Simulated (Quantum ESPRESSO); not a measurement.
# Fe (P6_3/mmc) in Quantum ESPRESSO: further runs, part 3 of 3

Quantum ESPRESSO 7.5. Earlier steps stand in the parts before.

## (4) Wannier functions, PBEsol, collinear spin, ferromagnetic start

File pw.in:

```
&CONTROL
  calculation = 'scf'
  prefix = 'pwscf'
  outdir = './tmp'
  pseudo_dir = './pseudo'
  tprnfor = .true.
  tstress = .true.
  disk_io = 'low'
/
&SYSTEM
  ibrav = 0
  celldm(1) = 8
  nat = 2
  ntyp = 1
  ecutwfc = 90
  nbnd = 27
  occupations = 'smearing'
  smearing = 'fd'
  degauss = 0.00367493
  nspin = 2
  starting_magnetization(1) = 0.1875
/
&ELECTRONS
  conv_thr = 4d-10
  electron_maxstep = 120
  mixing_beta = 0.3
/
ATOMIC_SPECIES
Fe    55.8450 Fe.upf
CELL_PARAMETERS alat
  0.5749863975497   0.0000000000000   0.0000000000000
 -0.2874931987866   0.4979528271122   0.0000000000000
  0.0000000000000   0.0000000000000   0.9075254921324
ATOMIC_POSITIONS crystal
Fe     0.6666666667    0.3333333333    0.7500000000
Fe     0.3333333333    0.6666666667    0.2500000000
K_POINTS automatic
10 10 6 0 0 0
```

nscf.in is that of step 3.

File pw2wan_up.in:

```
&INPUTPP
  prefix = 'pwscf'
  outdir = './tmp'
  seedname = 'w_up'
  write_mmn = .true.
  write_amn = .true.
  spin_component = 'up'
  scdm_proj = .true.
  scdm_entanglement = 'erfc'
  scdm_mu = 25.84
  scdm_sigma = 3
/
```

File pw2wan_dn.in:

```
&INPUTPP
  prefix = 'pwscf'
  outdir = './tmp'
  seedname = 'w_dn'
  write_mmn = .true.
  write_amn = .true.
  spin_component = 'down'
  scdm_proj = .true.
  scdm_entanglement = 'erfc'
  scdm_mu = 24.84
  scdm_sigma = 3
/
```

bands.in is that of step 3.

Changes to w_up.win since step 3:

```diff
@@ -2,8 +2,5 @@
 num_bands = 29
-guiding_centres = true
-dis_froz_max = 23.84
-dis_num_iter = 600
-dis_mix_ratio = 0.5
-dis_conv_tol = 1.0d-9
-num_iter = 0
+auto_projections = true
+dis_num_iter = 0
+num_iter = 1200
 search_shells = 100
@@ -19,5 +16,2 @@
 spin = up
-begin projections
-Fe: s;p;d
-end projections
 begin unit_cell_cart
```

Changes to w_dn.win since step 3:

```diff
@@ -2,8 +2,5 @@
 num_bands = 29
-guiding_centres = true
-dis_froz_max = 23.84
-dis_num_iter = 600
-dis_mix_ratio = 0.5
-dis_conv_tol = 1.0d-9
-num_iter = 0
+auto_projections = true
+dis_num_iter = 0
+num_iter = 1200
 search_shells = 100
@@ -19,5 +16,2 @@
 spin = down
-begin projections
-Fe: s;p;d
-end projections
 begin unit_cell_cart
```

Potentials or basis: PseudoDojo 0.4.1 SR PBEsol standard.

On the command line:

```sh
$ OMP_NUM_THREADS=1 pw.x -in pw.in > pw.out
$ OMP_NUM_THREADS=1 pw.x -in nscf.in > nscf.out
$ wannier90.x -pp w_up
$ OMP_NUM_THREADS=1 pw2wannier90.x -in pw2wan_up.in > pw2wan_up.out
$ wannier90.x w_up
$ wannier90.x -pp w_dn
$ OMP_NUM_THREADS=1 pw2wannier90.x -in pw2wan_dn.in > pw2wan_dn.out
$ wannier90.x w_dn
$ OMP_NUM_THREADS=1 pw.x -in bands.in > bands.out
```

pw.out:

```text
This program is part of the open-source Quantum ESPRESSO suite
     for quantum simulation of materials; please cite
[... 9 lines left out ...]
     --------------------
     sticks:   dense  smooth     PW     G-vecs:    dense   smooth      PW
     Sum         517     517    163                15319    15319    2575

     Using Slab Decomposition

     bravais-lattice index     =            0
     lattice parameter (alat)  =       8.0000  a.u.
     unit-cell volume          =     133.0377 (a.u.)^3
     number of atoms/cell      =            2
     number of atomic types    =            1
     number of electrons       =        32.00
     number of Kohn-Sham states=           27
     kinetic-energy cutoff     =      90.0000  Ry
     charge density cutoff     =     360.0000  Ry
     scf convergence threshold =      4.0E-10
     mixing beta               =       0.3000
     number of iterations used =            8  plain     mixing
     Exchange-correlation= PBESOL
                           (   1   4  10   8   0   0   0)

     celldm(1)=   8.000000  celldm(2)=   0.000000  celldm(3)=   0.000000
     celldm(4)=   0.000000  celldm(5)=   0.000000  celldm(6)=   0.000000

     crystal axes: (cart. coord. in units of alat)
               a(1) = (   0.574986   0.000000   0.000000 )
               a(2) = (  -0.287493   0.497953   0.000000 )
               a(3) = (   0.000000   0.000000   0.907525 )

     reciprocal axes: (cart. coord. in units 2 pi/alat)
               b(1) = (  1.739172  1.004111 -0.000000 )
               b(2) = (  0.000000  2.008222  0.000000 )
               b(3) = (  0.000000 -0.000000  1.101897 )

     PseudoPot. # 1 for Fe read from file:
     Fe.upf
[... 88 lines left out ...]

     Initial potential from superposition of free atoms

     starting charge      31.9993, renormalised to      32.0000
     Starting wfcs are   20 randomized atomic wfcs +    7 random wfcs

     Self-consistent Calculation

     iteration #  1     ecut=    90.00 Ry     beta= 0.30
     Davidson diagonalization with overlap
     ethr =  1.00E-02,  avg # of iterations =  3.9

     Threshold (ethr) on eigenvalues was too large:
     Diagonalizing with lowered threshold

     Davidson diagonalization with overlap
     ethr =  3.38E-04,  avg # of iterations =  1.3

     total energy              =    -500.78995338 Ry
     estimated scf accuracy    <       0.10922379 Ry
[... 284 lines left out ...]
     iteration # 30     ecut=    90.00 Ry     beta= 0.30
     Davidson diagonalization with overlap
     ethr =  8.94E-12,  avg # of iterations =  2.0

     Magnetic moment per site  (integrated on atomic sphere of radius R)
     atom   1 (R=0.232)  charge= 14.3738  magn= -0.0000
     atom   2 (R=0.232)  charge= 14.3738  magn= -0.0000

     End of self-consistent calculation

     Number of k-points >= 100: set verbosity='high' to print the bands.

     the Fermi energy is    21.8391 ev

!    total energy              =    -500.86624128 Ry
     estimated scf accuracy    <          8.6E-11 Ry
     smearing contrib. (-TS)   =      -0.00175336 Ry
     internal energy E=F+TS    =    -500.86448793 Ry

     The total energy is F=E-TS. E is the sum of the following terms:
     one-electron contribution =    -177.85407170 Ry
     hartree contribution      =     112.26044704 Ry
     xc contribution           =     -70.37437525 Ry
     ewald contribution        =    -364.89648802 Ry

     total magnetization       =    -0.00 Bohr mag/cell
     absolute magnetization    =     0.00 Bohr mag/cell

     convergence has been achieved in  30 iterations

     Forces acting on atoms (cartesian axes, Ry/au):

     atom    1 type  1   force =     0.00000000    0.00000000    0.00000000
     atom    2 type  1   force =    -0.00000000   -0.00000000    0.00000000

     Total force =     0.000000     Total SCF correction =     0.000000

     Computing stress (Cartesian axis) and pressure

          total   stress  (Ry/bohr**3)                   (kbar)     P=      -18.84
  -0.00009477  -0.00000000   0.00000000          -13.94       -0.00        0.00
  -0.00000000  -0.00009477   0.00000000           -0.00      -13.94        0.00
   0.00000000   0.00000000  -0.00019464            0.00        0.00      -28.63

=------------------------------------------------------------------------------=
   JOB DONE.
=------------------------------------------------------------------------------=
```

Run time: 7.1 min. Hardware: 1 thread of Intel Xeon 6975P-C (Granite Rapids), shared host; peak memory 0.45 GiB.

Results:

```yaml
Free_energy: -6814.6324 eV
Pressure: -1.9 GPa
Band_gap_on_the_k_mesh: none (metal or under the smearing width)
Net_moment: 0.00 μB per cell
Absolute_moment: 0.00 μB per cell
Valence_electrons_inside_the_program's_atomic_spheres: Fe 14.37
Total_Wannier_spread: 57.61 Å² over 36 functions
RMS_miss_of_the_Wannier_bands: 0.031 eV
```

Levels at the corners of the path, in eV from the Fermi level:
Spin up:
```csv
point,band 13,band 14,band 15,band 16,band 17,band 18,band 19,band 20
Γ,-1.63,-1.27,-1.27,-0.91,-0.91,0.42,0.76,0.76
M,-2.09,-1.63,-1.14,0.87,1.11,1.16,2.76,4.95
K,-2.15,-2.15,-0.79,0.64,0.64,0.91,5.75,6.84
Γ,-1.63,-1.27,-1.27,-0.91,-0.91,0.42,0.76,0.76
A,-1.89,-1.89,-1.89,-1.89,0.35,0.35,0.35,0.35
L,-0.70,-0.70,0.05,0.05,1.02,1.02,2.49,2.49
H,-2.38,-2.38,-0.75,-0.75,0.78,0.78,7.13,7.13
A,-1.89,-1.89,-1.89,-1.89,0.35,0.35,0.35,0.35
L,-0.70,-0.70,0.05,0.05,1.02,1.02,2.49,2.49
M,-2.09,-1.63,-1.14,0.87,1.11,1.16,2.76,4.95
K,-2.15,-2.15,-0.79,0.64,0.64,0.91,5.75,6.84
H,-2.38,-2.38,-0.75,-0.75,0.78,0.78,7.13,7.13
```
Spin down:
```
point  band 14  band 15  band 16  band 17  band 18  band 19
    Γ    -1.27    -1.27    -0.91    -0.91     0.42     0.76
    M    -1.63    -1.14     0.87     1.11     1.16     2.76
    K    -2.15    -0.79     0.64     0.64     0.91     5.75
    Γ    -1.27    -1.27    -0.91    -0.91     0.42     0.76
    A    -1.89    -1.89    -1.89     0.35     0.35     0.35
    L    -0.70     0.05     0.05     1.02     1.02     2.49
    H    -2.38    -0.75    -0.75     0.78     0.78     7.13
    A    -1.89    -1.89    -1.89     0.35     0.35     0.35
    L    -0.70     0.05     0.05     1.02     1.02     2.49
    M    -1.63    -1.14     0.87     1.11     1.16     2.76
    K    -2.15    -0.79     0.64     0.64     0.91     5.75
    H    -2.38    -0.75    -0.75     0.78     0.78     7.13
```

Spin up: Wannier functions:
```csv
function,nearest atom,distance (Å),spread (Å²),on-site energy from the reference level (eV)
1,1 Fe,0.00,0.45,0.13
2,2 Fe,0.01,0.48,0.26
3,1 Fe,0.00,0.46,0.16
4,2 Fe,0.00,0.47,0.22
5,1 Fe,0.02,0.48,0.21
6,2 Fe,0.00,0.47,0.19
7,1 Fe,0.01,0.46,0.14
8,2 Fe,0.01,0.45,0.09
9,1 Fe,0.01,0.46,0.07
10,2 Fe,0.00,0.47,0.23
11,2 Fe,1.47,2.49,10.59
12,1 Fe,1.21,3.11,11.17
13,2 Fe,1.21,3.14,11.28
14,1 Fe,1.33,3.26,10.91
15,2 Fe,1.41,3.42,12.24
16,2 Fe,1.21,2.92,10.76
17,2 Fe,1.18,2.67,10.26
18,2 Fe,1.34,2.74,10.34
```
Spin down: Wannier functions:
```csv
function,nearest atom,distance (Å),spread (Å²),on-site energy from the reference level (eV)
1,1 Fe,0.00,0.45,0.08
2,2 Fe,0.00,0.45,0.18
3,2 Fe,0.00,0.45,0.17
4,1 Fe,0.01,0.46,0.14
5,1 Fe,0.02,0.49,0.26
6,2 Fe,0.01,0.48,0.34
7,1 Fe,1.19,3.15,10.77
8,1 Fe,0.00,0.46,0.14
9,1 Fe,0.01,0.46,0.13
10,2 Fe,0.00,0.45,0.12
11,2 Fe,0.01,0.46,0.12
12,1 Fe,1.19,3.02,10.57
13,1 Fe,1.31,2.67,10.49
14,2 Fe,1.38,2.69,10.25
15,2 Fe,1.40,3.23,11.43
16,2 Fe,1.30,2.86,10.55
17,1 Fe,1.27,4.50,14.19
18,1 Fe,1.31,2.47,9.32
```

Parts of the spread (Å²): spin up: invariant 16.89, diagonal 1.039, off-diagonal 10.47, total 28.40; spin down: invariant 16.88, diagonal 1.011, off-diagonal 11.31, total 29.20. Against the direct bands the interpolation misses by 31 meV (root mean square) and 175 meV at most, for states up to 1 eV over the reference level.

Caveat: the starting moments collapsed, and a magnetic state may lie lower.
